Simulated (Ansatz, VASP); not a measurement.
# Two plane-wave programs on CoO

```
Co O
1.0
     3.19765    0.00000    0.00000
    -1.59882    2.76924    0.00000
     0.00000    0.00000    5.22871
Co O
2 2
Direct
  0.33601 0.67748 0.49595
  0.01168 0.00692 0.00128
  0.34259 0.66310 0.86246
  0.98410 0.97670 0.37058
```

Change from the starting cell: atoms moved at random, drawn with an rms of 0.05 Å.

Alike in both runs: task single point; functional PBE; k mesh 10 × 10 × 5; occupations fermi-dirac, width 0.05 eV; collinear spin, ferromagnetic start.

```csv
,VASP,Ansatz
version,VASP 6.6.1,Ansatz 0.2.0
potentials or method,"VASP PAW PBE potentials, release 64 (Co, O)",Ansatz PAW
plane-wave cutoff (eV),520,420
valence electrons in the cell,30,46
```

Ansatz gave:

* gap on the k mesh at the Fermi level (eV): none
* pressure (GPa): -0.6
* largest component of the traceless stress (GPa): 1.79
* rms of the force components (eV/Å): 0.246
* net moment per atom (μB): 0.00
* size of the moment on the site where the two differ most (μB): 2.11

Problem. Which values does VASP return?

Solution. gap on the k mesh at the Fermi level (eV): none; pressure (GPa): 1.4; largest component of the traceless stress (GPa): 2.59; rms of the force components (eV/Å): 0.292; net moment per atom (μB): 1.46; size of the moment on the site where the two differ most (μB): 2.48.

The net moments differ so much that the two runs ended in different magnetic states, which moves the other rows too. Site moments also hang on the region over which each program counts them. Atom by atom the forces differ by 0.265 eV/Å (rms over components). A gap of «none» marks a metal or a gap that the smearing closes. The two sets of potentials don't hold the same shells in valence.

Caveats: semilocal functionals often make such compounds metallic where correlation or magnetic order opens a gap, which also shifts bond lengths; the pressure holds a Pulay correction of +0.7 GPa for the finite cutoff (Ansatz); the starting moments weren't kept (Ansatz).
